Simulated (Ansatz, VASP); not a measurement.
ZnO: VASP beside Ansatz

```
Zn O
1.0
     3.78353    0.00000    0.00000
     0.00000    3.78353    0.00000
     0.00000    0.00000    3.84632
Zn O
2 2
Direct
  0.00000 0.00000 0.50000
  0.50000 0.50000 0.50000
  0.00000 0.50000 0.97617
  0.50000 0.00000 0.02383
```

Alike in both runs: task relaxation of cell and atoms; functional PBE; k mesh 4 × 4 × 4; occupations gaussian, width 0.1 eV; no spin polarisation.

```csv
,VASP,Ansatz
version,VASP 6.6.1,Ansatz 0.2.0
potentials or method,"VASP PAW PBE potentials, release 64 (Zn, O)","scalar-relativistic, plane waves, PAW"
plane-wave cutoff (eV),600,420
valence electrons in the cell,36,36
```

Ansatz gave:

| Item | Value |
| --- | --- |
| gap on the k mesh at the Fermi level, each at its own relaxed structure (eV) | 1.10 |
| relaxed volume (Å³/atom) | 13.29 |
| relaxed cell length with the largest relative difference (Å) | 3.588 |
| energy change over the relaxation (meV/atom) | -1411 |

Question: What did VASP give for the same quantities?

Answer: gap on the k mesh at the Fermi level, each at its own relaxed structure (eV): 1.03; relaxed volume (Å³/atom): 13.09; relaxed cell length with the largest relative difference (Å): 3.518; energy change over the relaxation (meV/atom): -1389.

A k mesh can miss the band edges.
